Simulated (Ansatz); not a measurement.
# Slab bands of Sb2Se3 quintuple layer, single

Wanted: the bands of Sb2Se3 quintuple layer, single, and its levels against the vacuum.

Calculated with Ansatz 0.2.0; plane-wave DFT, PBE-D3(BJ), Ansatz PAW, in the first sound run; inputs show where later runs differ.

### Step 1. The structure

The cell holds 5 atoms: 3 Se and 2 Sb. Its edges and angles: a = 4.070 Å, b = 4.070 Å, c = 25.200 Å, α = 90.0°, β = 90.0°, γ = 120.0°. Vacuum lies along c.

### Step 2. Relaxing the slab

The structure is relaxed first, because levels and dipoles at a surface follow the positions of the outer atoms.

Contents of input.yaml:

```yaml
crystal:
  lattice:
    - [4.07, 0.0, 0.0]
    - [-2.035, 3.5247233934, 0.0]
    - [0.0, 0.0, 25.2]
  atoms:
    - { symbol: Se, position: [0.3333333333, 0.6666666667, 0.3571428571] }
    - { symbol: Sb, position: [0.6666666667, 0.3333333333, 0.4226190476] }
    - { symbol: Se, position: [0.0, 0.0, 0.5] }
    - { symbol: Sb, position: [0.3333333333, 0.6666666667, 0.5773809524] }
    - { symbol: Se, position: [0.6666666667, 0.3333333333, 0.6428571429] }
kpoints:
  mp_grid: { grid: [12, 12, 1] }
hamiltonian:
  xc: pbe
  dispersion: d3bj
scf:
  occupations: { method: fermi_dirac, width: 0.1 }
  convergence: { dr2_threshold: 1.0e-08 }
efield:
  axis: 3
  dipole_correction: true
  ramp_position: 0.97
  ramp_width: 0.06
relax:
  f_tol: 0.01
  max_steps: 60
output:
  write_potential: true
  write_density: true
  volumetric_format: npy
```

Command:

```sh
$ ansatz run input.yaml --threads 4 --pin off --max-ram 6144MiB --backend cpu --events-out ev --progress --plain --runs-dir out
```

Numbers of over 12 decimals in the logs are rounded to 6 here.

The program printed:

```text
Engine: ansatz 0.2.0, x86_64-unknown-linux-gnu
Pseudopotentials: kind: paw
Pseudopotential: Se, paw, valence charge 16, recommended cutoff 420 eV (normal), Se.paw.azcp
Pseudopotential: Sb, paw, valence charge 15, recommended cutoff 420 eV (normal), Sb.paw.azcp
Functional definition: PBE
  parameter kappa = 0.804
  parameter beta = 0.066725
  exchange = pbe_x(kappa = kappa, mu = beta*pi^2/3)
  correlation = pbe_c(beta = beta)
Crystal: 5 atoms, lattice volume = 361.510 Å³
Basis set: ecut = 420 eV, 7057 PW (Γ), exchange–correlation on 60×60×360 points (8 copies of the dense FFT grid, shifted against one another)
Bands: 47, of which v1, the nominal top of the filled ones, is band 39 counted from 1 (38 counted from 0)
Symmetry: 6 space group operations
k-points: 19 of 144 (time reversal used)
Non-local potential: Se, projectors of the file, l = 0: 2, l = 1: 2, l = 2: 3, l = 3: 1
Non-local potential: Sb, projectors of the file, l = 0: 2, l = 1: 2, l = 2: 2, l = 3: 2
PAW form: soft (Blöchl's): semilocal exchange-correlation on the pseudo side does not see the compensation charge
PAW one-centre angular grid: Se, 590 points (default); XC on 64 Gauss nodes
PAW one-centre angular grid: Sb, 590 points (default); XC on 64 Gauss nodes
Initial density: superposition of atomic densities (neutral atoms: chi_scale 0, normalization atom), corrected by the library's trained network
Initial wavefunctions: pseudopotential atomic-orbital guess
Functional: x = pbe(κ = 0.804, μ = 0.219515), c = pbe(β = 0.066725)
SCF iter   1: F=—  HF=-29378.965967 eV  |F-HF|=—  |Δ(HF+E_count)|=         —  Δρ=7.59e-4  dr2=3.76e-3  ethr=1.77e-3  p=0.000 e·Å  D=1.16e-13 V/Å  ΔV_dip=-0.00 eV  dr2_dipole=1.65e-8  V_vac-E_F(+/−)=5.08/5.08 eV  ⟨swp⟩=10.7  Hψ=4013  notcnv=0
efield: sawtooth ramp at fractional position 0.9700 (set: `efield.ramp_position`, or a place that a band, a saddle search or an elastic batch's reference lends), width 0.0600; the density the first Hamiltonian is built on has a dipole p = 0.000 e·Å; the dipole correction subtracts the counter field D = 1.16e-13 V/Å, which shifts the + side's vacuum level by -0.00 eV against the − side's; the planar-averaged density in the ramp window peaks in size at 1.2e-5 e/Å³
preconditioner: auto → Resta (q_TF=auto, 2.113 Å⁻¹)  ε∞=2.4  [insulator: Δε(μ)=0.743 eV  Ē_g=8.746 eV  σ=0.100 eV  W_gap=0.89  n_scr=70 (ndim 8)  ℏωp=10.3 eV  f_vac=0.595  D(μ)=0.04/eV (n_scr^D=0)  ε∞_Penn≈2.4  vacuum switching on, ρ_ref=5.5e-3 e/Å³]
SCF iter   2: F=—  HF=-29378.966974 eV  |F-HF|=—  |Δ(HF+E_count)|=   1.01e-3  Δρ=5.01e-4  dr2=5.02e-3  ethr=4.83e-6  p=-0.000 e·Å  D=-2.74e-5 V/Å  ΔV_dip=0.00 eV  dr2_dipole=4.75e-7  V_vac-E_F(+/−)=5.08/5.08 eV  ⟨swp⟩=3.3  Hψ=1923  notcnv=0
SCF iter   3: F=—  HF=-29378.966773 eV  |F-HF|=—  |Δ(HF+E_count)|=   2.01e-4  Δρ=3.25e-4  dr2=9.27e-4  ethr=4.83e-6  p=0.000 e·Å  D=5.65e-5 V/Å  ΔV_dip=-0.00 eV  dr2_dipole=1.88e-6  V_vac-E_F(+/−)=5.04/5.04 eV  ⟨swp⟩=1.8  Hψ=967  notcnv=0
SCF iter   4: F=—  HF=-29378.966947 eV  |F-HF|=—  |Δ(HF+E_count)|=   1.74e-4  Δρ=1.22e-4  dr2=1.37e-4  ethr=1.19e-6  p=-0.000 e·Å  D=-2.44e-4 V/Å  ΔV_dip=0.01 eV  dr2_dipole=3.49e-5  V_vac-E_F(+/−)=5.03/5.02 eV  ⟨swp⟩=1.4  Hψ=964  notcnv=0
SCF iter   5: F=—  HF=-29378.967094 eV  |F-HF|=—  |Δ(HF+E_count)|=   1.47e-4  Δρ=1.55e-4  dr2=1.59e-3  ethr=1.76e-7  p=0.002 e·Å  D=1.10e-3 V/Å  ΔV_dip=-0.03 eV  dr2_dipole=7.30e-4  V_vac-E_F(+/−)=5.00/5.03 eV  ⟨swp⟩=2.0  Hψ=1066  notcnv=0  recentre
SCF iter   6: F=—  HF=-29378.967000 eV  |F-HF|=—  |Δ(HF+E_count)|=   9.41e-5  Δρ=5.20e-5  dr2=1.72e-5  ethr=1.76e-7  p=-0.000 e·Å  D=-5.74e-5 V/Å  ΔV_dip=0.00 eV  dr2_dipole=1.79e-6  V_vac-E_F(+/−)=5.01/5.01 eV  ⟨swp⟩=2.0  Hψ=970  notcnv=0
SCF iter   7: F=—  HF=-29378.967006 eV  |F-HF|=—  |Δ(HF+E_count)|=   6.15e-6  Δρ=3.51e-5  dr2=5.87e-6  ethr=2.20e-8  p=-0.000 e·Å  D=-3.51e-6 V/Å  ΔV_dip=0.00 eV  dr2_dipole=1.59e-8  V_vac-E_F(+/−)=5.01/5.01 eV  ⟨swp⟩=2.1  Hψ=1549  notcnv=0
SCF iter   8: F=—  HF=-29378.967025 eV  |F-HF|=—  |Δ(HF+E_count)|=   1.89e-5  Δρ=1.44e-5  dr2=1.11e-6  ethr=7.53e-9  p=-0.000 e·Å  D=-1.53e-6 V/Å  ΔV_dip=0.00 eV  dr2_dipole=1.47e-9  V_vac-E_F(+/−)=5.01/5.01 eV  ⟨swp⟩=2.0  Hψ=1344  notcnv=0  defer=1
SCF iter   9: F=—  HF=-29378.967024 eV  |F-HF|=—  |Δ(HF+E_count)|=   2.66e-7  Δρ=4.68e-6  dr2=1.53e-7  ethr=1.42e-9  p=0.000 e·Å  D=7.30e-7 V/Å  ΔV_dip=-0.00 eV  dr2_dipole=6.57e-11  V_vac-E_F(+/−)=5.01/5.01 eV  ⟨swp⟩=2.0  Hψ=1343  notcnv=0  defer=1
SCF iter  10: F=-29378.967024 eV  HF=-29378.967024 eV  |F-HF|=2.62e-10  |Δ(HF+E_count)|=   4.70e-8  Δρ=6.70e-7  dr2=4.05e-9  ethr=1.28e-11  p=-0.000 e·Å  D=-6.81e-7 V/Å  ΔV_dip=0.00 eV  dr2_dipole=3.43e-11  V_vac-E_F(+/−)=5.01/5.01 eV  ⟨swp⟩=7.6  Hψ=6110  notcnv=0
SCF 1 converged in 10 iterations: F = -29378.967024 eV  dr2 = 4.05e-9
  greatest PAW one-centre occupation: 1.000 electrons in one spin orbital (limit 2), on the Se atom at site 0 (counted from 0), in its partial waves of l = 2
relax step   1: F+E_penalty+E_count = -29378.96702427 eV  Δ(F+E_penalty+E_count) = +0.000e0 eV  max|allowed force component| = 7.900e-1 eV/Å  Δτ_max = 0.0000 Å  (10 SCF iters, accepted)
Initial density: handed on by an earlier stage of this run
Initial wavefunctions: those handed on with the density
iter 1 solved again at ethr=8.57e-5 eV; its pass at ethr=3.10e-3 eV (dr2=6.68e-2 eV) is discarded
SCF iter   1: F=—  HF=-29379.086847 eV  |F-HF|=—  |Δ(HF+E_count)|=         —  Δρ=3.19e-3  dr2=7.76e-2  ethr=8.57e-5  p=-0.000 e·Å  D=-6.81e-7 V/Å  ΔV_dip=0.00 eV  dr2_dipole=9.27e-12  V_vac-E_F(+/−)=5.09/5.09 eV  ⟨swp⟩=1.4  Hψ=3304  notcnv=0  defer=6
efield: sawtooth ramp at fractional position 0.9700 (set: `efield.ramp_position`, or a place that a band, a saddle search or an elastic batch's reference lends), width 0.0600; the density the first Hamiltonian is built on has a dipole p = -0.000 e·Å; the dipole correction subtracts the counter field D = -6.81e-7 V/Å, which shifts the + side's vacuum level by +0.00 eV against the − side's; the planar-averaged density in the ramp window peaks in size at 3.7e-6 e/Å³
preconditioner: auto → Resta (q_TF=auto, 2.113 Å⁻¹)  ε∞=2.3  [insulator: Δε(μ)=0.453 eV  Ē_g=9.040 eV  σ=0.100 eV  W_gap=0.55  n_scr=70 (ndim 8)  ℏωp=10.3 eV  f_vac=0.610  D(μ)=0.12/eV (n_scr^D=0)  ε∞_Penn≈2.3  vacuum switching on, ρ_ref=5.9e-3 e/Å³]
SCF iter   2: F=—  HF=-29379.084579 eV  |F-HF|=—  |Δ(HF+E_count)|=   2.27e-3  Δρ=2.11e-3  dr2=7.08e-2  ethr=8.57e-5  p=-0.000 e·Å  D=-1.24e-6 V/Å  ΔV_dip=0.00 eV  dr2_dipole=6.75e-10  V_vac-E_F(+/−)=4.92/4.92 eV  ⟨swp⟩=2.2  Hψ=1171  notcnv=0  defer=6
[...]
SCF iter   4: F=—  HF=-29379.103466 eV  |F-HF|=—  |Δ(HF+E_count)|=   5.47e-5  Δρ=1.67e-4  dr2=1.11e-4  ethr=2.41e-6  p=0.000 e·Å  D=1.41e-5 V/Å  ΔV_dip=-0.00 eV  dr2_dipole=1.07e-7  V_vac-E_F(+/−)=5.09/5.09 eV  ⟨swp⟩=2.0  Hψ=1118  notcnv=0  defer=10
SCF iter   5: F=—  HF=-29379.103486 eV  |F-HF|=—  |Δ(HF+E_count)|=   1.97e-5  Δρ=4.77e-5  dr2=1.39e-5  ethr=1.42e-7  p=-0.000 e·Å  D=-8.10e-5 V/Å  ΔV_dip=0.00 eV  dr2_dipole=3.44e-6  V_vac-E_F(+/−)=5.09/5.08 eV  ⟨swp⟩=2.0  Hψ=1146  notcnv=0  defer=10
SCF iter   6: F=—  HF=-29379.103501 eV  |F-HF|=—  |Δ(HF+E_count)|=   1.55e-5  Δρ=5.76e-5  dr2=2.19e-4  ethr=1.78e-8  p=0.001 e·Å  D=4.21e-4 V/Å  ΔV_dip=-0.01 eV  dr2_dipole=9.31e-5  V_vac-E_F(+/−)=5.08/5.09 eV  ⟨swp⟩=2.1  Hψ=1503  notcnv=0  defer=10
SCF iter   7: F=—  HF=-29379.103487 eV  |F-HF|=—  |Δ(HF+E_count)|=   1.47e-5  Δρ=1.46e-5  dr2=5.38e-6  ethr=1.78e-8  p=-0.000 e·Å  D=-6.37e-5 V/Å  ΔV_dip=0.00 eV  dr2_dipole=2.09e-6  V_vac-E_F(+/−)=5.08/5.08 eV  ⟨swp⟩=2.0  Hψ=1004  notcnv=0  defer=10
SCF iter   8: F=—  HF=-29379.103506 eV  |F-HF|=—  |Δ(HF+E_count)|=   1.97e-5  Δρ=3.82e-6  dr2=7.57e-8  ethr=6.90e-9  p=-0.000 e·Å  D=-4.18e-6 V/Å  ΔV_dip=0.00 eV  dr2_dipole=1.21e-8  V_vac-E_F(+/−)=5.08/5.08 eV  ⟨swp⟩=1.1  Hψ=892  notcnv=0  defer=9
SCF iter   9: F=-29379.103506 eV  HF=-29379.103506 eV  |F-HF|=4.39e-9  |Δ(HF+E_count)|=   8.74e-8  Δρ=1.06e-6  dr2=4.80e-9  ethr=1.28e-11  p=0.000 e·Å  D=4.48e-7 V/Å  ΔV_dip=-0.00 eV  dr2_dipole=1.83e-11  V_vac-E_F(+/−)=5.08/5.08 eV  ⟨swp⟩=7.0  Hψ=5600  notcnv=0
SCF 3 converged in 9 iterations: F = -29379.103506 eV  dr2 = 4.80e-9
  greatest PAW one-centre occupation: 1.000 electrons in one spin orbital (limit 2), on the Se atom at site 2 (counted from 0), in its partial waves of l = 2
relax step   3: F+E_penalty+E_count = -29379.10350636 eV  Δ(F+E_penalty+E_count) = -2.676e-2 eV  max|allowed force component| = 1.640e-2 eV/Å  Δτ_max = 0.0577 Å  (9 SCF iters, accepted)
SCF iter   1: F=—  HF=-29379.103539 eV  |F-HF|=—  |Δ(HF+E_count)|=         —  Δρ=6.21e-5  dr2=1.22e-5  ethr=3.65e-6  p=0.000 e·Å  D=4.48e-7 V/Å  ΔV_dip=-0.00 eV  dr2_dipole=3.19e-11  V_vac-E_F(+/−)=5.08/5.08 eV  ⟨swp⟩=2.0  Hψ=1524  notcnv=0  defer=11
efield: sawtooth ramp at fractional position 0.9700 (set: `efield.ramp_position`, or a place that a band, a saddle search or an elastic batch's reference lends), width 0.0600; the density the first Hamiltonian is built on has a dipole p = 0.000 e·Å; the dipole correction subtracts the counter field D = 4.48e-7 V/Å, which shifts the + side's vacuum level by -0.00 eV against the − side's; the planar-averaged density in the ramp window peaks in size at 1.9e-6 e/Å³
preconditioner: auto → Resta (q_TF=auto, 2.113 Å⁻¹)  ε∞=2.3  [insulator: Δε(μ)=0.457 eV  Ē_g=9.042 eV  σ=0.100 eV  W_gap=0.57  n_scr=70 (ndim 8)  ℏωp=10.3 eV  f_vac=0.611  D(μ)=0.11/eV (n_scr^D=0)  ε∞_Penn≈2.3  vacuum switching on, ρ_ref=5.9e-3 e/Å³]
SCF iter   2: F=—  HF=-29379.103531 eV  |F-HF|=—  |Δ(HF+E_count)|=   8.64e-6  Δρ=3.21e-5  dr2=4.31e-6  ethr=1.56e-8  p=-0.000 e·Å  D=-8.11e-7 V/Å  ΔV_dip=0.00 eV  dr2_dipole=3.57e-10  V_vac-E_F(+/−)=5.08/5.08 eV  ⟨swp⟩=2.0  Hψ=1298  notcnv=0  defer=11
SCF iter   3: F=—  HF=-29379.103552 eV  |F-HF|=—  |Δ(HF+E_count)|=   2.11e-5  Δρ=2.20e-5  dr2=7.17e-6  ethr=5.52e-9  p=0.000 e·Å  D=4.14e-6 V/Å  ΔV_dip=-0.00 eV  dr2_dipole=9.20e-9  V_vac-E_F(+/−)=5.08/5.08 eV  ⟨swp⟩=2.0  Hψ=1026  notcnv=0  defer=11
SCF iter   4: F=—  HF=-29379.103551 eV  |F-HF|=—  |Δ(HF+E_count)|=   5.66e-7  Δρ=4.16e-6  dr2=1.96e-7  ethr=5.52e-9  p=-0.000 e·Å  D=-1.02e-5 V/Å  ΔV_dip=0.00 eV  dr2_dipole=5.32e-8  V_vac-E_F(+/−)=5.08/5.08 eV  ⟨swp⟩=1.9  Hψ=974  notcnv=0  defer=11
SCF iter   5: F=—  HF=-29379.103551 eV  |F-HF|=—  |Δ(HF+E_count)|=   1.40e-7  Δρ=5.42e-6  dr2=1.92e-6  ethr=2.51e-10  p=0.000 e·Å  D=3.93e-5 V/Å  ΔV_dip=-0.00 eV  dr2_dipole=8.13e-7  V_vac-E_F(+/−)=5.08/5.08 eV  ⟨swp⟩=2.0  Hψ=1040  notcnv=0  defer=11
SCF iter   6: F=-29379.103551 eV  HF=-29379.103551 eV  |F-HF|=2.84e-9  |Δ(HF+E_count)|=   1.13e-7  Δρ=1.26e-6  dr2=7.51e-9  ethr=1.28e-11  p=-0.000 e·Å  D=-1.57e-6 V/Å  ΔV_dip=0.00 eV  dr2_dipole=1.15e-9  V_vac-E_F(+/−)=5.08/5.08 eV  ⟨swp⟩=7.8  Hψ=5490  notcnv=0
SCF 4 converged in 6 iterations: F = -29379.103551 eV  dr2 = 7.51e-9
relax step   4: F+E_penalty+E_count = -29379.10355117 eV  Δ(F+E_penalty+E_count) = -4.480e-5 eV  max|allowed force component| = 6.322e-4 eV/Å  Δτ_max = 0.0037 Å  (6 SCF iters, accepted)
NSCF: frozen V_eff on 19 k-points
the band table was solved once a step of the walk had ended and its energy, with any forces and stress, was formed, with the checks that follow a solve (4226 applications of the Hamiltonian). They found nothing against the state; the energy, forces and stress were not computed again (output.eigenvalues in the input reference)
WARN: The input density's exchange-correlation potential varies sharply where the density is thin. Do not read a vacuum level from v_tot or v_xc, or from such a field of the output density. On a cell that repeats whose density bears no net charge and no dipole along the vacuum's axis use v_es (v_loc + v_h of the components); under efield.dipole_correction with no amplitude use v_es + v_field, which holds any external [...]
SCF converged after 6 iterations
Free energy (F): -29379.103551 eV
Harris-Foulkes:  -29379.103551 eV  (|F-HF|=2.84e-9)
Internal energy: -29379.097696 eV  (E = F + TS)
E sigma→0 (E₀):  -29379.100624 eV
Entropy (-TS):   -0.005855 eV (-1.171 meV/atom)
Fermi energy:    0.168485 eV
Dipole field:    D = 0.000032 V/Å  (p = 0.000065 e·Å, saw-weighted, corrected)
Work function:   Φ+ = 5.0838 eV   Φ− = 5.0846 eV
Levels:          The Fermi level and band energies are counted from a zero that moves with the ramp; work functions are not
--- Per-component energies (eV) ---
  E_band       = -2174.627598
  E_kinetic    = 765.511888
  E_local      = -79984.808054  (includes V_loc(G=0)·N_el)
  E_nonlocal   = -1064.695868
  E_hartree    = 39460.299088
  E_xc         = -588.697113
  E_vxc        = -485.547263  (∫ρ·V_xc dr)
  E_paw        = -14880.995381  (= ΣΔE_a)
  E_vpaw       = -325.691465  (= ΣTr[D̂ρ^β])
  E_aug_tail   = -0.001797  (compensation charges beyond the density's cutoff)
  E_efield     = 0.000000  (sawtooth field / dipole correction)
  E_vefield    = 0.000000  (∫n·V_field dr)
  E_ewald      = 26915.898581
  E_disp       = -1.609039  (pairwise vdW)
  E_smearing   = -0.005855  (= −TS)
  E_closure    = 0.000000  (closes the sum)
  Σ components = -29379.103551   (vs F -29379.103551, Δ=0.00e0)
--- Forces (eV/Å), atoms counted from 1 ---
  atom   1  Se    -0.00000000     0.00000000    -0.00063202
  atom   2  Sb     0.00000000     0.00000000    -0.00039505
  atom   3  Se     0.00000000     0.00000000    -0.00003135
  atom   4  Sb     0.00000000     0.00000000     0.00044992
  atom   5  Se     0.00000000     0.00000000     0.00060930
  max |Σ_I F_I| component: 7.99e-7 eV/Å
--- Band table (eV; the first three rows and the last of 19) ---
  k-point 0: bands = [... 35 lower, -1.4761, -1.4761, -1.2434, -0.6586, 0.2009, 1.2461, 1.2461, 2.0789, ... 4 higher]
  k-point 1: bands = [... 35 lower, -1.8888, -1.4067, -0.8642, -0.3759, 0.6052, 1.0869, 1.3666, 2.1850, ... 4 higher]
  k-point 2: bands = [... 35 lower, -1.9917, -1.3641, -0.8002, -0.3971, 0.9546, 1.6358, 1.7720, 2.1693, ... 4 higher]
  k-point 18: bands = [... 35 lower, -3.0065, -2.0892, -0.7646, -0.7646, 1.7101, 2.5075, 2.5075, 3.8298, ... 4 higher]
--- Relaxed structure (4 steps of the walk, 4 accepted, 0 SCFs on fresh bases) ---
  F+E_penalty+E_count = -29379.10355117 eV   max|allowed force component| = 6.322e-4 eV/Å
  atoms:
    - { symbol: Se, position: [0.333333, 0.666667, 0.365460] }
    - { symbol: Sb, position: [0.666667, 0.333333, 0.426397] }
    - { symbol: Se, position: [0, 0, 0.500000] }
    - { symbol: Sb, position: [0.333333, 0.666667, 0.573603] }
    - { symbol: Se, position: [0.666667, 0.333333, 0.634540] }
```

Wall time 16 s (4 threads of Intel Xeon Platinum 8559C (Emerald Rapids), shared host); peak memory 0.88 GiB.

Step by step:

```tsv
step	energy less that of the first step (eV)	largest force component (eV/Å)
1	0.0000	0.7900
2	-0.1097	0.5218
3	-0.1365	0.0164
4	-0.1365	0.0006
```

The run keeps the 6 symmetry operations that it works with, so distortions that break them were not tested.

The atoms that moved most (Å):

```tsv
atom	dx	dy	dz	length
Se1	0.000	0.000	0.210	0.210
Se5	0.000	0.000	-0.210	0.210
Sb4	0.000	0.000	-0.095	0.095
Sb2	0.000	0.000	0.095	0.095
```

The relaxed structure:

```xyz
5
Lattice="4.0700 0.0000 0.0000 -2.0350 3.5247 0.0000 0.0000 0.0000 25.2000" Properties=species:S:1:pos:R:3
Se    0.0000    2.3498    9.2096
Sb    2.0350    1.1749   10.7452
Se    0.0000    0.0000   12.6000
Sb    0.0000    2.3498   14.4548
Se    2.0350    1.1749   15.9904
```

Numbers from this step:

```
energy at zero smearing : -29379.1006 eV
```

The relaxation took 4 steps and lowered the energy by 0.14 eV; the largest force on the free atoms ends at 6.3e-4 eV/Å.

The gap is 0.46 eV.

(Continued in part 2 of 2.)

[Logs are printed without paths, hosts, clocks, repeated set-up lines and the standing remarks that a program may print on its own settings, such as how far it seeks lower states.]

[Hosts, paths, dates, database ids (printed as entryN), source tags and the programs' standing remarks are cut or masked in the printed files.]

[Maps of the electrostatic potential energy from Ansatz leave out the sawtooth potential of an applied field or a dipole correction, so their vacuum need not be flat; planar profiles and work functions include it.]
